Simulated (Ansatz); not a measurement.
# EuS under changes of volume

One of the cells (26.424 Å³/atom); the others are scaled copies at fixed shape and fractional positions:

```
Eu S
1.0
     0.00000    2.97850    2.97850
     2.97850    0.00000    2.97850
     2.97850    2.97850    0.00000
Eu S
1 1
Direct
  0.00000 0.00000 0.00000
  0.50000 0.50000 0.50000
```

| Quantity | Value |
| --- | --- |
| Program | Ansatz 0.2.0 |
| Functional | PBE |
| Potentials or basis | PseudoDojo 3+ lanthanides with PseudoDojo standard (PBE files) |
| Cutoff | 770 eV |
| Density cutoff | 3080 eV |
| k mesh | 8 × 8 × 8 |
| Occupations | fermi-dirac, width 0.05 eV |
| Spin | collinear spin, ferromagnetic start |
| Starting moments | [7.0, 0.0] μB |

| volume (Å³/atom) | energy over the lowest point (meV/atom) | pressure (GPa) |
| --- | --- | --- |
| 24.838 | 0.00 | -8.1 |
| 25.367 | 28.60 | -9.2 |
| 25.895 | 60.44 | -10.1 |
| 26.424 | 95.02 | -10.8 |
| 26.952 | ? | ? |
| 27.481 | 171.08 | -12.1 |
| 28.009 | 212.01 | -12.6 |

Task: What does the run at 26.952 Å³/atom give?

Result: Energy over the lowest point 131.98 meV/atom; pressure -11.5 GPa.

Worked out: A Birch-Murnaghan fit of order 3 (a polynomial in V^(-2/3)) to the other rows has no minimum within the range. It gives 131.97 meV/atom at 26.952 Å³/atom, against the run's 131.98, and -dE/dV = -11.5 GPa, against -11.5.

Energies are extrapolated to zero smearing.

Caveats: the starting moments weren't kept.
